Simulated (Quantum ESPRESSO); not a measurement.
## Bi: changing spin-orbit coupling

```cif
data_structure
_symmetry_space_group_name_H-M 'C2/m'
_symmetry_Int_Tables_number 12
_cell_length_a 6.9772
_cell_length_b 6.2652
_cell_length_c 3.3589
_cell_angle_alpha 90.000
_cell_angle_beta 112.036
_cell_angle_gamma 90.000
_cell_volume 136.10
loop_
_atom_site_label
_atom_site_type_symbol
_atom_site_symmetry_multiplicity
_atom_site_Wyckoff_symbol
_atom_site_fract_x
_atom_site_fract_y
_atom_site_fract_z
_atom_site_occupancy
Bi1 Bi 4 i 0.25306 0.50000 0.85738 1
```

This isn't the form of Bi at room conditions, which is rhombohedral.

Kept alike: task band structure; functional PBEsol; k mesh 6 × 6 × 9; occupations fermi-dirac, width 0.05 eV. Program: Quantum ESPRESSO, potentials by row: PseudoDojo 0.4.1 SR PBEsol standard (off); PseudoDojo 0.4 FR PBEsol standard (on), cutoff 898 eV. The mesh is that of the run's cell of 2 atoms.

| spin-orbit coupling | pressure (GPa) |
| --- | --- |
| off | -2.46 |
| on | -1.16 |

Pressure is positive in compression; the values hold the error of the finite cutoff, so their zero can differ a little from the energy's minimum. For a metal such a mesh leaves the last digits unconverged.

Task: What does spin-orbit coupling change here?

Result: The pressure runs from -2.46 (off) to -1.16 GPa (on).
